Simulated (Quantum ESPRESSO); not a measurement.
## N under changes of volume

One of the cells (24.580 Å³/atom); the others are scaled copies at fixed shape and fractional positions:

```
N
1.0
     5.81510    0.00000    0.00000
     0.00000    5.81510    0.00000
     0.00000    0.00000    5.81510
N
8
Direct
  0.04586 0.45414 0.54586
  0.45414 0.54586 0.04586
  0.54586 0.04586 0.45414
  0.95414 0.95414 0.95414
  0.93610 0.56390 0.43610
  0.56390 0.43610 0.93610
  0.43610 0.93610 0.56390
  0.06390 0.06390 0.06390
```

| Item | Value |
| --- | --- |
| Program | Quantum ESPRESSO 7.5 |
| Functional | PBE |
| Potentials or basis | SSSP 1.3 efficiency PBE |
| Cutoff | 816 eV |
| Density cutoff | 6531 eV |
| k mesh | 5 × 5 × 5 |
| Occupations | fermi-dirac, width 0.05 eV |
| Spin | no spin polarisation |

```tsv
volume (Å³/atom)	energy over the lowest point (meV/atom)	pressure (GPa)	gap on the mesh (eV)	largest force (eV/Å)
23.105	21.76	4.6	7.61	3.497
23.597	9.66	2.9	7.55	2.206
24.088	2.56	1.4	7.49	1.005
24.580	0.00	0.0	7.43	0.129
25.072	1.53	-1.3	7.38	1.170
25.563	?	?	?	?
26.055	15.44	-3.5	7.26	3.043
```

Q: What does the run at 25.563 Å³/atom give?

A: Energy over the lowest point 6.81 meV/atom; pressure -2.5 GPa; gap on the mesh 7.32 eV; largest force 2.138 eV/Å.

Worked out: A Birch-Murnaghan fit of order 3 (a polynomial in V^(-2/3)) to the other rows has its minimum at 24.63 Å³/atom with B0 = V·E''(V) = 66 GPa and B' = 3.9 at fixed shape and positions, which overstates the stiffness. It gives 6.79 meV/atom at 25.563 Å³/atom, against the run's 6.81, and -dE/dV = -2.3 GPa, against -2.5. A straight line through the other rows of the gap, of slope -2.9 eV per unit of ln V, gives 7.32 eV, against the run's 7.32.

Energies are extrapolated to zero smearing.

Caveats: an odd mesh through Γ misses points on the zone boundary, where band edges often lie; forces of over 1 eV/Å show positions far from the minimum, so gaps and moduli don't describe the material at rest (some runs).
